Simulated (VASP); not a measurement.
# CO2: dielectric tensor with PBE

CO2:

```
C O
1.0
     3.51610    0.00000    0.00000
     0.00000    3.51610    0.00000
     0.00000    0.00000    4.10430
C O
2 4
Cartesian
  0.0000 0.0000 0.0000
  1.7580 1.7580 2.0522
  0.8189 0.8189 0.0000
  0.9391 2.5770 2.0522
  2.6972 2.6972 0.0000
  2.5770 0.9391 2.0522
```

The cell comes from a database or a generator and needn't be the stable form of this composition.

```
Program                : VASP 6.6.1
Task                   : dielectric tensor
Functional             : PBE
Potentials or basis    : VASP PAW PBE potentials, release 64 (C, O)
Cutoff                 : 520 eV
k mesh                 : 5 × 5 × 5
Occupations            : gaussian, width 0.01 eV
Spin                   : no spin polarisation
Dipole correction      : no
Further INCAR settings : ALGO = Fast; EDIFF = 1e-08
```

* Band gap on the k mesh: 5.69 eV, indirect (least direct gap 6.64 eV)
* Electronic dielectric tensor (diagonal): 3.11, 3.11, 2.47
* Born charges (mean of the diagonal): C +1.96; O -0.98 e

Levels at points of the mesh, in eV from the valence-band top:
```tsv
k point	band 13	band 14	band 15	band 16	band 17	band 18	band 19	band 20
(0.00, 0.00, 0.00)	-3.09	-1.79	-1.28	-1.28	5.69	6.41	6.41	7.22
```

Electronic dielectric tensor:
```
3.11 0.00 0.00
0.00 3.11 0.00
0.00 0.00 2.47
```

Born effective charge tensors (e):
atom 1, C
```
2.34 1.12 0.00
1.12 2.34 0.00
0.00 0.00 1.21
```
atom 2, C
```
 2.34 -1.12  0.00
-1.12  2.34  0.00
 0.00  0.00  1.21
```
atom 3, O
```
-1.17 -0.69  0.00
-0.69 -1.17  0.00
 0.00  0.00 -0.60
```
atom 4, O
```
-1.17  0.69  0.00
 0.69 -1.17  0.00
 0.00  0.00 -0.60
```
atom 5, O
```
-1.17 -0.69  0.00
-0.69 -1.17  0.00
 0.00  0.00 -0.60
```
atom 6, O
```
-1.17  0.69  0.00
 0.69 -1.17  0.00
 0.00  0.00 -0.60
```

Run time: 2.2 min on 1 thread of AMD EPYC 7R13 Processor (Zen 3), on a shared host, peak memory 0.19 GiB.

Caveat: the standard files for N, O and F lose accuracy on very short bonds; an odd mesh through Γ misses points on the zone boundary, where band edges often lie.
